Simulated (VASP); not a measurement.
CdO: relaxation of cell and atoms with PBE

The system is CdO.

```xyz
2
Lattice="0.0000 2.2271 2.2271 2.2271 0.0000 2.2271 2.2271 2.2271 0.0000" Properties=species:S:1:pos:R:3 pbc="T T T"
Cd    0.0000    0.0000    0.0000
O     2.2271    2.2271    2.2271
```

```json
{"Program": "VASP 6.6.1", "Task": "relaxation of cell and atoms", "Functional": "PBE", "Potentials or basis": "VASP PAW PBE potentials, release 64 (Cd, O)", "Cutoff": "520 eV", "k mesh": "16 × 16 × 16", "Occupations": "gaussian, width 0.1 eV", "Spin": "no spin polarisation", "Target pressure": "45 GPa", "Further INCAR settings": "ALGO = Fast; EDIFF = 1e-07; IBRION = 2; EDIFFG = -0.002; NSW = 80; ISIF = 3"}
```

```
Relaxed volume                                         : 11.05 Å³/atom
Relaxed cell                                           : a = 3.150 Å, b = 3.150 Å, c = 3.150 Å, α = 60.00°, β = 60.00°, γ = 60.00°
Space group after relaxing (to 0.05 Å)                 : Fm-3m (No. 225)
Energy change on relaxing (the enthalpy is what falls) : -1.3 meV/atom
Ionic steps                                            : 3
Pressure after relaxing                                : 45.0 GPa
Band gap on the k mesh                                 : none (metal or under the smearing width)
```

Step by step:
```
step  energy change (eV)  largest force (eV/Å)  pressure (GPa)  volume (Å³)
   1              0.0000                0.0000           45.14        22.09
   2             -0.0089                0.0000           44.69        22.12
   3             -0.0025                0.0000           45.00        22.10
```

Final structure:
```
Cd O
1.0
     0.00000    2.22736    2.22736
     2.22736    0.00000    2.22736
     2.22736    2.22736    0.00000
Cd O
1 1
Cartesian
  0.0000 0.0000 0.0000
  2.2274 2.2274 2.2274
```

Levels at points of the mesh, in eV from the Fermi level:
```csv
k point,band 5,band 6,band 7,band 8,band 9,band 10,band 11,band 12,band 13
"(0.00, 0.00, 0.00)",-6.87,-6.87,-2.19,-2.19,-2.19,-0.23,14.97,18.02,18.02
"(0.50, 0.00, 0.00)",-6.49,-6.49,-4.33,-0.12,-0.12,4.32,8.33,12.59,12.59
"(0.50, 0.50, 0.00)",-6.28,-5.78,-5.70,-3.36,-3.36,4.43,9.08,11.67,14.63
```

Wall time 25 s on 1 thread of Intel(R) Xeon(R) 6975P-C (Granite Rapids), on a shared host, peak memory 0.18 GiB.

Caveat: the cell is relaxed towards a set pressure, so the enthalpy falls and the energy may rise; this crystal is a semiconductor, whose small gap the functional closes, so the metal is an error of the method.
